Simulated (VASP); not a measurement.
PbS (Galena): band structure with LDA

Crystal: PbS (Galena).

```
Pb S
1.0
     0.00000    2.96575    2.96575
     2.96575    0.00000    2.96575
     2.96575    2.96575    0.00000
Pb S
1 1
Direct
  0.00000 0.00000 0.00000
  0.50000 0.50000 0.50000
```

```
Program                : VASP 6.6.1
Task                   : band structure
Functional             : LDA
Potentials or basis    : VASP PAW LDA potentials, release 64 (Pb_d, S)
Cutoff                 : 520 eV
k mesh                 : 8 × 8 × 8
Occupations            : fermi-dirac, width 0.05 eV
Spin                   : no spin polarisation
Further INCAR settings : ALGO = Normal; EDIFF = 1e-06; NBANDS = 17
```

```
Pressure                : -2.6 GPa
Band gap on the k mesh  : 0.21 eV, direct
Band gap along the path : 0.21 eV, direct
```

Levels at the corners of the path, in eV from the valence-band top:
| point | band 8 | band 9 | band 10 | band 11 | band 12 | band 13 |
| --- | --- | --- | --- | --- | --- | --- |
| Γ | -2.16 | -2.16 | -2.16 | 5.07 | 5.07 | 5.07 |
| X | -5.26 | -3.46 | -3.46 | 3.73 | 5.46 | 5.56 |
| X | -5.26 | -3.46 | -3.46 | 3.73 | 5.46 | 5.56 |
| W | -4.47 | -4.47 | -1.01 | 2.05 | 4.56 | 4.56 |
| W | -4.47 | -4.47 | -1.01 | 2.05 | 4.56 | 4.56 |
| K | -4.83 | -2.96 | -2.52 | 3.22 | 4.03 | 4.95 |
| K | -4.83 | -2.96 | -2.52 | 3.22 | 4.03 | 4.95 |
| Γ | -2.16 | -2.16 | -2.16 | 5.07 | 5.07 | 5.07 |
| Γ | -2.16 | -2.16 | -2.16 | 5.07 | 5.07 | 5.07 |
| L | -1.76 | -1.76 | 0.00 | 0.21 | 1.83 | 1.83 |
| L | -1.76 | -1.76 | 0.00 | 0.21 | 1.83 | 1.83 |
| U | -4.83 | -2.96 | -2.52 | 3.22 | 4.03 | 4.95 |
| U | -4.83 | -2.96 | -2.52 | 3.22 | 4.03 | 4.95 |
| W | -4.47 | -4.47 | -1.01 | 2.05 | 4.56 | 4.56 |
| W | -4.47 | -4.47 | -1.01 | 2.05 | 4.56 | 4.56 |
| L | -1.76 | -1.76 | 0.00 | 0.21 | 1.83 | 1.83 |
| L | -1.76 | -1.76 | 0.00 | 0.21 | 1.83 | 1.83 |
| K | -4.83 | -2.96 | -2.52 | 3.22 | 4.03 | 4.95 |
| U | -4.83 | -2.96 | -2.52 | 3.22 | 4.03 | 4.95 |
| X | -5.26 | -3.46 | -3.46 | 3.73 | 5.46 | 5.56 |

Run time: 76 s on 1 thread of Intel(R) Xeon(R) Platinum 8488C (Sapphire Rapids), on a shared host, peak memory 0.18 GiB.

Caveat: spin-orbit coupling is left out, which as a rule narrows the gap of such compounds by several tenths of an eV.
